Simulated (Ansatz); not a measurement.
**BAs (rocksalt type) under strong compression**

```xyz
2
Lattice="0.0000 2.3078 2.3078 2.3078 0.0000 2.3078 2.3078 2.3078 0.0000" Properties=species:S:1:pos:R:3 pbc="T T T"
B     0.0000    0.0000    0.0000
As    2.3078    2.3078    2.3078
```

The cell comes from a relaxation on PAW files under the same functional, begun from a prototype that needn't be the stable phase.

Its volume is scaled at fixed shape and fractional positions.

Level of theory: DFT with PBE, scalar-relativistic, in Ansatz 0.2.0; a Γ-centred 15×15×15 k mesh, Fermi–Dirac smearing of 0.08 eV, no spin polarisation. LAPW: all electrons, basis error target 1 meV/atom; PAW: frozen-core files, cutoff 420 eV; crystal datasets: all electrons, by PAW datasets that the program makes for each cell; norm-conserving: pseudopotentials, cutoff 1143 eV; PAW (cutoff 300 eV): frozen-core files, cutoff 300 eV.

Energies are extrapolated to zero smearing and count from the unscaled cell; pressure is positive in compression; gaps take the mesh and a band path. No temperature or zero-point motion is included.

```
V/V0  V (Å³/atom)  P LAPW (GPa)  ΔE LAPW (eV/atom)  P PAW − LAPW (GPa)  ΔE PAW − LAPW (meV/atom)
1.00        12.29          0.02              0.000               -0.01                       0.0
0.94        11.55          9.22              0.020               -0.01                       0.0
0.88        10.82             ?                  ?                   ?                         ?
0.80         9.83          46.0              0.293                0.01                       0.1
0.72         8.85          83.7              0.681                0.01                       0.2
0.64         7.87         144.3              1.366                0.13                       0.5
0.55         6.76         259.8              2.721                0.25                       1.8
```

**Question.** Fit the Vinet equation to the LAPW pressures shown (residuals weighted by 1/(|P| + 0.03·Pmax)), and predict the pressure of the withheld row.

**Answer.** The fit gives V0 = 12.29 Å³/atom, B0 = 128 GPa and B0′ = 4.38. At 10.82 Å³/atom, x = (V/V0)^(1/3) = 0.9582, and P = 3·B0·(1 − x)/x²·exp[1.5·(B0′ − 1)·(1 − x)] = 21.6 GPa. The run itself gave 21.8 GPa (-0.6 % off) and ΔE = 0.090 eV/atom.

**Question.** From the table, what is the rise of the enthalpy H = E + pV up to the last row, and how stiff is the crystal between the last two rows?

**Answer.** ΔH = 2.721 eV + (259.8 GPa × 6.76 Å³ − 0.02 GPa × 12.29 Å³) × 0.006242 eV/(GPa·Å³) = 13.68 eV/atom, of which pV makes 80 %. The mean bulk modulus there is −ΔP/Δln V = 762 GPa.

**Question.** At the smallest volume, how far do crystal datasets and norm-conserving and PAW (cutoff 300 eV) lie from LAPW in pressure?

**Answer.** crystal datasets: 0.00 GPa; norm-conserving: -0.15 GPa; PAW (cutoff 300 eV): +2.08 GPa, on a LAPW pressure of 259.8 GPa.

**Question.** How do the Löwdin populations by LAPW change from the unscaled cell to the last row?

**Answer.** B 2s 1.16 → 0.92, B 2p 2.41 → 3.14, As 4s 1.50 → 1.10, As 4p 2.90 → 2.84 electrons an atom. These are projections on the shells that the free atoms fill; 0.05 e a cell lies outside them at the start and 0.07 e at the end.
